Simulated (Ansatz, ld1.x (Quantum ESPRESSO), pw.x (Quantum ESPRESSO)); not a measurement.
**What a changed setting does to a pw.x run (sc W)**

Potential: PAW, ld1.x (Quantum ESPRESSO) 7.5, PBE; core [Kr] 4d10 4f14 5s2, reference 5p6 5d4 6s2 6p0; waves: 6s (bound): rcut 2.22, rcutus 2.54 bohr; 6s channel at 3 Ry: rcut 2.22, rcutus 2.54 bohr; 5p (bound): rcut 1.82, rcutus 2.44 bohr; 6p (bound, empty): rcut 1.82, rcutus 2.44 bohr; 5d (bound): rcut 2.64, rcutus 2.96 bohr; 5d channel at 0.5 Ry: rcut 2.64, rcutus 2.96 bohr; local part: all-electron potential smoothed inside 2.44 bohr (lloc = -1); core correction: none; augmentation: BESSEL, radius 1.66 bohr.

The reference run (k-mesh 12³, cutoffs 40/320 Ry, Fermi–Dirac 0.01 Ry, mixing_beta 0.4, conv_thr 1e-9, no spin) gives -4.19 GPa at 18.539 Å³/atom, where all-electron LAPW gives -2.09 GPa. This run, with its own iteration cap, changes mixing_ndim to 2.

```
&control
  calculation='scf', prefix='x', pseudo_dir='./', outdir='./tmp', tstress=.true., disk_io='none'
/
&system
  ibrav=0, nat=1, ntyp=1, ecutwfc=40, ecutrho=320, nbnd=14,
  occupations='smearing', smearing='fd', degauss=0.01
/
&electrons
  conv_thr=1e-09, mixing_beta=0.4, electron_maxstep=70, mixing_ndim=2
/
ATOMIC_SPECIES
W 1.0 W.UPF
CELL_PARAMETERS angstrom
  2.64664343 0.00000000 0.00000000
  0.00000000 2.64664343 0.00000000
  0.00000000 0.00000000 2.64664343
ATOMIC_POSITIONS crystal
W 0.0000 0.0000 0.0000
K_POINTS automatic
12 12 12 0 0 0
```

```bash
pw.x < W.scf.in > W.scf.out
```

**Question.** How does the run end?

**Answer.** It converges in 11 iterations; the free energy moves by +0.0 meV/atom and the pressure by +0.00 GPa. The result is that of the reference run.

```
Message from routine setup:
     using ibrav=0 with symmetry is DISCOURAGED, use correct ibrav instead
     lattice parameter (alat)  =       5.0014  a.u.
     unit-cell volume          =     125.1074 (a.u.)^3
     number of electrons       =        12.00
     number of Kohn-Sham states=           14
     kinetic-energy cutoff     =      40.0000  Ry
     charge density cutoff     =     320.0000  Ry
     scf convergence threshold =      1.0E-09
     Exchange-correlation= SLA  PW   PBX  PBC
     number of k points=    84  Fermi-Dirac smearing, width (Ry)=  0.0100
     iteration #  1     ecut=    40.00 Ry     beta= 0.40
     total energy              =    -720.36009683 Ry
     estimated scf accuracy    <       0.09724417 Ry
     iteration #  2     ecut=    40.00 Ry     beta= 0.40
     total energy              =    -720.38197571 Ry
     estimated scf accuracy    <       0.04022820 Ry
     iteration #  3     ecut=    40.00 Ry     beta= 0.40
     total energy              =    -720.38575618 Ry
     estimated scf accuracy    <       0.00077604 Ry
     [... 5 iterations left out ...]
     iteration #  9     ecut=    40.00 Ry     beta= 0.40
     total energy              =    -720.38646327 Ry
     estimated scf accuracy    <          6.0E-09 Ry
     iteration # 10     ecut=    40.00 Ry     beta= 0.40
     total energy              =    -720.38646329 Ry
     estimated scf accuracy    <          2.3E-09 Ry
     iteration # 11     ecut=    40.00 Ry     beta= 0.40
     the Fermi energy is    15.5717 ev
!    total energy              =    -720.38646331 Ry
     estimated scf accuracy    <          1.9E-10 Ry
     smearing contrib. (-TS)   =      -0.00277521 Ry
     convergence has been achieved in  11 iterations
          total   stress  (Ry/bohr**3)                   (kbar)     P=      -41.98
     Message from routine punch:
     Nothing written, as per user request (disk_io='none')
```

The run took about 17 s on one core of a shared host (Neoverse-V1, 64 threads, 495 GiB, load 24).
